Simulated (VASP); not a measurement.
**NaI: relaxation of cell and atoms with LDA**

NaI:

```
CELL_PARAMETERS angstrom
0.00000 3.13066 3.13066
3.13066 0.00000 3.13066
3.13066 3.13066 0.00000
ATOMIC_POSITIONS crystal
Na 0.00000 0.00000 0.00000
I 0.50000 0.50000 0.50000
```

```
Program                : VASP 6.6.1
Task                   : relaxation of cell and atoms
Functional             : LDA
Potentials or basis    : VASP PAW LDA potentials, release 64 (Na_pv, I)
Cutoff                 : 600 eV
k mesh                 : 8 × 8 × 8
Occupations            : gaussian, width 0.03 eV
Spin                   : no spin polarisation
Further INCAR settings : ALGO = Normal; EDIFF = 1e-07; IBRION = 2; EDIFFG = -0.005; NSW = 90; ISIF = 3
```

| Property | Result |
| --- | --- |
| Pressure after relaxing | 0.0 GPa |
| Band gap on the k mesh | 3.63 eV, direct |

Final structure:
```
CELL_PARAMETERS angstrom
0.00000 3.13066 3.13066
3.13066 0.00000 3.13066
3.13066 3.13066 0.00000
ATOMIC_POSITIONS crystal
Na 0.00000 0.00000 0.00000
I 0.50000 0.50000 0.50000
```

Levels at points of the mesh, in eV from the valence-band top:
| k point | band 3 | band 4 | band 5 | band 6 | band 7 | band 8 | band 9 | band 10 | band 11 |
| --- | --- | --- | --- | --- | --- | --- | --- | --- | --- |
| (0.00, 0.00, 0.00) | -22.31 | -11.37 | 0.00 | 0.00 | 0.00 | 3.63 | 7.79 | 7.79 | 7.79 |
| (0.50, 0.00, 0.00) | -22.31 | -10.94 | -2.63 | -0.36 | -0.36 | 4.89 | 7.36 | 7.36 | 9.21 |
| (0.50, 0.50, 0.00) | -22.31 | -10.84 | -2.30 | -0.91 | -0.91 | 4.33 | 5.18 | 10.28 | 11.64 |

It took 12 s on 1 thread of AMD EPYC 9R45 (Zen 5), on a shared host, peak memory 0.15 GiB.

Caveat: the relaxation stopped at its first step, so nothing moved; spin-orbit coupling is left out, which moves the levels of the heavy elements. A hybrid or GW would open this gap; LDA tends to underestimate it.
